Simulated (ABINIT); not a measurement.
A calculation with ABINIT 10.8.3 (patched build) of SiO2 (ASE script, structure typed inline):

The input run.py:

```python
import json, os
import numpy as np
from ase.units import GPa
from ase.calculators.abinit import Abinit, AbinitProfile
from ase import Atoms

atoms = Atoms(['Si', 'Si', 'O', 'O', 'O', 'O'],
              cell=[[4.233169, 0.0, 0.0], [0.0, 4.233169, 0.0], [0.0, 0.0, 2.693495]],
              scaled_positions=[[0.0, 0.0, 0.0], [0.5, 0.5, 0.5], [0.806839, 0.193161, 0.5], [0.306839, 0.306839, 0.0], [0.193161, 0.806839, 0.5], [0.693161, 0.693161, 0.0]],
              pbc=True)

profile = AbinitProfile(command='abinit', pp_paths=[os.path.abspath('pseudos')])
params = dict(
    pps='pawxml', xc='PBE',
    ecut=625.8619,
    pawecutdg=1224.5124,
    pawxcdev=0,
    kptopt=1,
    ngkpt=[6, 6, 10],
    nshiftk=1,
    shiftk=[0.0, 0.0, 0.0],
    ixc=11,
    nband=20,
    occopt=3,
    tsmear=0.05,
    nstep=100,
    tolvrs=1e-09,
    prtwf=0,
    prtden=0,
)

atoms.calc = Abinit(profile=profile, directory='run', **params)
energy = atoms.get_potential_energy()
forces = atoms.get_forces()
stress = atoms.get_stress()
print(f'energy {energy:.6f} eV')
print('forces (eV/A)')
print(np.round(forces, 5))
print('stress (GPa, Voigt, tension positive)', np.round(stress / GPa, 4))
json.dump(dict(energy=energy, forces=forces.tolist(), stress=stress.tolist(), cell=atoms.cell.tolist(), frac=atoms.get_scaled_positions(wrap=False).tolist()), open('results.json', 'w'))
```

Potentials or basis: JTH PAW PBE v2.0.

Launch:

```bash
$ python run.py
```

The cell comes from a database or a generator and needn't be the stable form of this composition.

**Question.** Write the same calculation in another form: native input, structure typed inline.

**Answer.** As run:

run.abi

```
# Pseudopotentials
pp_dirpath "./"
pseudos "Si.GGA_PBE-JTH.xml, O.GGA_PBE-JTH.xml"

# Structure
acell 3*1.0 Angstrom
rprim
     4.2331690000     0.0000000000     0.0000000000
     0.0000000000     4.2331690000     0.0000000000
     0.0000000000     0.0000000000     2.6934950000
ntypat 2
znucl 14 8
natom 6
typat 1 1 2 2 2 2
xred
     0.0000000000     0.0000000000     0.0000000000
     0.5000000000     0.5000000000     0.5000000000
     0.8068390000     0.1931610000     0.5000000000
     0.3068390000     0.3068390000     0.0000000000
     0.1931610000     0.8068390000     0.5000000000
     0.6931610000     0.6931610000     0.0000000000

# Plane-wave basis
ecut 23.0
pawecutdg 45.0
pawxcdev 0

# k points
kptopt 1
ngkpt 6 6 10
nshiftk 1
shiftk 0.0 0.0 0.0

# Exchange and correlation
ixc 11

# Bands and occupations
nband 20
occopt 3
tsmear 0.05 eV

# SCF cycle
nstep 100
tolvrs 1.0e-9

# Output
iomode 3
prtwf 0
prteig 0
prtebands 0
enunit 1
prtden 1
prtvha 1
prtvclmb 1
prtpot 1
```

Potentials or basis: JTH PAW PBE v2.0.

Command:

```bash
$ abinit run.abi > log 2>&1
```

Both were run:

|  | ASE script, structure typed inline | native input, structure typed inline |
| --- | --- | --- |
| Pressure | -2.4 GPa | -2.4 GPa |
| Largest force | 0.068 eV/Å | 0.068 eV/Å |
| Band gap on the k mesh | 4.99 eV, direct | 4.99 eV, direct |
| Valence electrons inside the program's atomic spheres | Si 1.65; O 4.70 | Si 1.65; O 4.70 |

Keys that steer only the numerical path or the files written may differ.
